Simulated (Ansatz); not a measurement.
Ni:

```
Ni
1.0
     0.00000    1.73757    1.73757
     1.73757    0.00000    1.73757
     1.73757    1.73757    0.00000
Ni
1
Cartesian
  0.0000 0.0000 0.0000
```

- Program: Ansatz 0.2.0
- Task: relaxation of cell and atoms
- Functional: PBEsol
- Dispersion: D4
- Potentials or basis: all-electron LAPW, scalar-relativistic
- Basis error allowed: 0.001 eV/atom
- k mesh: 13 × 13 × 13
- Occupations: fermi-dirac, width 0.05 eV
- Spin: collinear spin, ferromagnetic start
- Starting moments: [1.0] μB

At the start: volume 10.49 Å³/atom.

Q: How do energy, volume and symmetry change on relaxing?

A: Over 5 steps the energy falls by 5.5 meV/atom and the volume is 10.21 Å³/atom (-2.6 %); space group Fm-3m (No. 225, to 0.05 Å); moment 0.63 μB per cell.

The path:
```
step  energy change (eV)  largest force (eV/Å)  volume (Å³)
   1              0.0000                0.0000        10.49
   2             -0.0040                0.0000        10.35
   3             -0.0055                0.0000        10.21
   4             -0.0055                0.0000        10.21
   5             -0.0055                0.0000        10.21
```

Final structure:
```cif
data_structure
_symmetry_space_group_name_H-M 'P 1'
_symmetry_Int_Tables_number 1
_cell_length_a 2.4354
_cell_length_b 2.4354
_cell_length_c 2.4354
_cell_angle_alpha 60.000
_cell_angle_beta 60.000
_cell_angle_gamma 60.000
_cell_volume 10.21
loop_
_atom_site_label
_atom_site_type_symbol
_atom_site_fract_x
_atom_site_fract_y
_atom_site_fract_z
_atom_site_occupancy
Ni1 Ni 0.00000 0.00000 0.00000 1
```
